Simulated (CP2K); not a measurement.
Set up this calculation in CP2K 2026.2, as the native input.

```
Task                                   : band structure
Functional                             : r2SCAN
Potentials or basis                    : POTENTIAL_UZH Sn GTH-SCAN-q4, O GTH-SCAN-q6; TZVP-MOLOPT-SCAN-GTH basis
Density cutoff                         : 11565 eV
k mesh                                 : 7 × 7 × 6
Occupations                            : fermi-dirac, width 0.0259 eV
Spin                                   : no spin polarisation
SCF solver                             : diagonalisation with k points
Quickstep method                       : GPW
EPS_DEFAULT                            : 1.0E-9
EPS_SCF                                : 1.0E-6
MAX_SCF                                : 100
SCF_GUESS                              : ATOMIC
k points reduced by the point group    : yes
Mesh centred on Gamma                  : yes
CHOLESKY                               : OFF
EPS_EIGVAL                             : 1.0E-7
MIXING METHOD                          : BROYDEN_MIXING
MIXING ALPHA                           : 0.4
NBUFFER                                : 8
NGRIDS                                 : 5
Basis sets                             : Sn TZVP-MOLOPT-SCAN-GTH-q4, O TZVP-MOLOPT-SCAN-GTH-q6
Potentials                             : Sn GTH-SCAN-q4 of POTENTIAL_UZH, O GTH-SCAN-q6 of POTENTIAL_UZH
ADDED_MOS                              : [14]
Points a segment of the path (NPOINTS) : 6
Bands added on the path                : 6
MPI ranks                              : 4
REL_CUTOFF (Ry)                        : 60 Ry
MIXING BETA (1/bohr)                   : 1.5 1/bohr
CUTOFF of the grids                    : 850 Ry
```

The system is SnO.

```
Sn O
1.0
     3.81370    0.00000    0.00000
     0.00000    3.81370    0.00000
     0.00000    0.00000    4.88691
Sn O
2 2
Cartesian
  1.9068 0.0000 3.7367
  0.0000 1.9068 1.1503
  0.0000 0.0000 0.0000
  1.9068 1.9068 0.0000
```

The cell is a database's computed one.

These files were run (other wordings do the same):

sno_bands.inp

```
&GLOBAL
  PROJECT sno_bands
  RUN_TYPE ENERGY_FORCE
  PRINT_LEVEL LOW
&END GLOBAL
&FORCE_EVAL
  METHOD QS
  STRESS_TENSOR ANALYTICAL
  &DFT
    BASIS_SET_FILE_NAME BASIS_MOLOPT_UZH
    POTENTIAL_FILE_NAME POTENTIAL_UZH
    &MGRID
      CUTOFF 850
      REL_CUTOFF 60
      NGRIDS 5
    &END MGRID
    &QS
      METHOD GPW
      EPS_DEFAULT 1.0E-9
    &END QS
    &KPOINTS
      SCHEME MONKHORST-PACK 7 7 6
      GAMMA_CENTERED T
      SYMMETRY T
      SYMMETRY_BACKEND SPGLIB
    &END KPOINTS
    &SCF
      SCF_GUESS ATOMIC
      EPS_SCF 1.0E-6
      MAX_SCF 100
      ADDED_MOS 14
      CHOLESKY OFF
      EPS_EIGVAL 1.0E-7
      &DIAGONALIZATION ON
        ALGORITHM STANDARD
      &END DIAGONALIZATION
      &MIXING ON
        METHOD BROYDEN_MIXING
        ALPHA 0.4
        BETA 1.5
        NBUFFER 8
      &END MIXING
      &SMEAR ON
        METHOD FERMI_DIRAC
        ELECTRONIC_TEMPERATURE 300.56
      &END SMEAR
    &END SCF
    &XC
      &XC_FUNCTIONAL
        &MGGA_X_R2SCAN
        &END MGGA_X_R2SCAN
        &MGGA_C_R2SCAN
        &END MGGA_C_R2SCAN
      &END XC_FUNCTIONAL
    &END XC
    &PRINT
      &KPOINTS ON
      &END KPOINTS
      &MULLIKEN ON
      &END MULLIKEN
      &MO ON
        ENERGIES T
        OCCUPATION_NUMBERS T
        &EACH
          QS_SCF 0
        &END EACH
        ADD_LAST NUMERIC
      &END MO
      &LOWDIN ON
      &END LOWDIN
      &HIRSHFELD ON
        SHAPE_FUNCTION DENSITY
      &END HIRSHFELD
      &BAND_STRUCTURE
        FILE_NAME bands.bs
        ADDED_MOS 6
        &KPOINT_SET
          UNITS B_VECTOR
          NPOINTS 6
          SPECIAL_POINT GAMMA 0.00000000 0.00000000 0.00000000
          SPECIAL_POINT X 0.00000000 0.50000000 0.00000000
          SPECIAL_POINT M 0.50000000 0.50000000 0.00000000
          SPECIAL_POINT GAMMA 0.00000000 0.00000000 0.00000000
          SPECIAL_POINT Z 0.00000000 0.00000000 0.50000000
          SPECIAL_POINT R 0.00000000 0.50000000 0.50000000
          SPECIAL_POINT A 0.50000000 0.50000000 0.50000000
          SPECIAL_POINT Z 0.00000000 0.00000000 0.50000000
        &END KPOINT_SET
        &KPOINT_SET
          UNITS B_VECTOR
          NPOINTS 6
          SPECIAL_POINT X 0.00000000 0.50000000 0.00000000
          SPECIAL_POINT R 0.00000000 0.50000000 0.50000000
        &END KPOINT_SET
        &KPOINT_SET
          UNITS B_VECTOR
          NPOINTS 6
          SPECIAL_POINT M 0.50000000 0.50000000 0.00000000
          SPECIAL_POINT A 0.50000000 0.50000000 0.50000000
        &END KPOINT_SET
      &END BAND_STRUCTURE
    &END PRINT
  &END DFT
  &SUBSYS
    &CELL
      A 3.8136952200 0.0000000000 0.0000000000
      B 0.0000000000 3.8136952200 0.0000000000
      C 0.0000000000 0.0000000000 4.8869133000
      PERIODIC XYZ
    &END CELL
    &COORD
      SCALED
      Sn  0.5000000000 0.0000000000 0.7646261400
      Sn  0.0000000000 0.5000000000 0.2353738600
      O   0.0000000000 0.0000000000 0.0000000000
      O   0.5000000000 0.5000000000 0.0000000000
    &END COORD
    &KIND Sn
      BASIS_SET TZVP-MOLOPT-SCAN-GTH-q4
      POTENTIAL GTH-SCAN-q4
    &END KIND
    &KIND O
      BASIS_SET TZVP-MOLOPT-SCAN-GTH-q6
      POTENTIAL GTH-SCAN-q6
    &END KIND
    &PRINT
      &ATOMIC_COORDINATES ON
      &END ATOMIC_COORDINATES
      &CELL ON
      &END CELL
    &END PRINT
  &END SUBSYS
  &PRINT
    &FORCES ON
    &END FORCES
    &STRESS_TENSOR ON
    &END STRESS_TENSOR
  &END PRINT
&END FORCE_EVAL
```

Potentials or basis: POTENTIAL_UZH Sn GTH-SCAN-q4, O GTH-SCAN-q6; TZVP-MOLOPT-SCAN-GTH basis.

The run is started by

```sh
$ OMP_NUM_THREADS=1 mpirun -n 4 cp2k.psmp -i sno_bands.inp -o sno_bands.out
```

It gave:

```json
{"Pressure": "-5.1 GPa", "Largest force": "0.710 eV/Å", "Band gap along the path": "0.17 eV, indirect (least direct gap 2.15 eV)", "Mulliken charges": "Sn +1.10; O -1.10 e", "Hirshfeld charges": "Sn +0.34; O -0.34 e"}
```

Caveat: Mulliken charges move with the basis; spin-orbit coupling is left out, which moves the levels of the heavy elements; the basis of atomic orbitals isn't converged, which shifts pressures, moduli and gaps.

It took 35 s on 4 MPI ranks on Intel(R) Xeon(R) Platinum 8259CL CPU @ 2.50GHz (Skylake/Cascade Lake), with other jobs on the host.
